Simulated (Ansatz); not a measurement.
AlN (rocksalt), relaxed with r2SCAN in Ansatz. It is cubic, Fm-3m (No. 225); a = 4.038 Å in the conventional setting, 8.23 Å³ an atom. Al is surrounded by 6 N at 2.02 Å; N is surrounded by 6 Al at 2.02 Å.

The axes x, y and z are those of this cell:
```
CELL_PARAMETERS angstrom
0.00000 2.01887 2.01887
2.01887 0.00000 2.01887
2.01887 2.01887 0.00000
ATOMIC_POSITIONS crystal
Al 0.00000 0.00000 0.00000
N 0.50000 0.50000 0.50000
```

Unstrained: The PBE gap is indirect, 4.669 eV (Γ to X), below the direct gap of 5.726 eV at Γ. r2SCAN gives an indirect gap of 5.522 eV, from Γ to X; the least direct gap is 6.530 eV at Γ. With HSE06 the valence top lies at Γ and the conduction bottom at X, 6.083 eV higher; the smallest vertical gap, at Γ, is 7.266 eV. Meshes: PBE 10×10×10, r2SCAN 10×10×10, HSE06 8×8×8. Strains are changes of length per length, and xy shears are angles. After each strain the atoms were relaxed again with r2SCAN within the symmetry that the strain leaves, so tilts or polar shifts that break it weren't tested; points keep the names that they have in the unstrained zone. The cell comes from a prototype generator: it can be a known phase or a hypothetical one. Spin polarisation is off.

(1) One strain changed the r2SCAN stress by xx -7.77, yy -7.77, zz -7.77 GPa (compression positive) and the gap by -0.287 eV (PBE), -0.300 eV (r2SCAN), -0.314 eV (HSE06). Which kind of strain was it, and roughly how large?

(2) One strain changed the r2SCAN stress by xx +16.79, yy +5.77, zz +5.77 GPa (compression positive) and the gap by +0.050 eV (PBE), +0.061 eV (r2SCAN), +0.055 eV (HSE06). Which kind of strain was it, and roughly how large?

(3) One strain changed the r2SCAN stress by xx -4.01, yy -4.01, zz -4.01 GPa (compression positive) and the gap by -0.144 eV (PBE), -0.151 eV (r2SCAN), -0.159 eV (HSE06). Which kind of strain was it, and roughly how large?

(4) Apply epitaxial +1.5 % in the xy plane, free normal strain -1.11 %. How far does the gap move, against the unstrained cell?

(5) Apply xy shear, engineering strain (angle) +1.0 %. How far does the gap move, against the unstrained cell?

Answers

(1) Isotropic +1.0 % on every length. The pattern of the stress gives the kind; the size needs the stiffness, so it is an estimate.

(2) Uniaxial -3.0 % along x, other directions held. The pattern of the stress gives the kind; the size needs the stiffness, so it is an estimate.

(3) Isotropic +0.5 % on every length. The pattern of the stress gives the kind; the size needs the stiffness, so it is an estimate.

(4) PBE: the gap goes from 4.669 to 4.282 eV (-0.387 eV); with r2SCAN the top three valence levels at Γ, degenerate before, become 2+1 from the top over 201 meV. r2SCAN: the gap goes from 5.522 to 5.124 eV (-0.398 eV). HSE06: the gap goes from 6.083 to 5.659 eV (-0.424 eV). The r2SCAN energy rises by 5.5 meV an atom.

(5) PBE: the gap goes from 4.669 to 4.557 eV (-0.112 eV); with r2SCAN the top three valence levels at Γ, degenerate before, become 1+1+1 from the top over 143 meV. r2SCAN: the gap goes from 5.522 to 5.395 eV (-0.127 eV). HSE06: the gap goes from 6.083 to 5.955 eV (-0.128 eV). The r2SCAN energy rises by 0.9 meV an atom.

The meshes of the hybrids are coarse, so their gaps aren't converged to the digits shown.

The splittings at Γ are without spin-orbit coupling, which regroups them where it is of like size or larger.
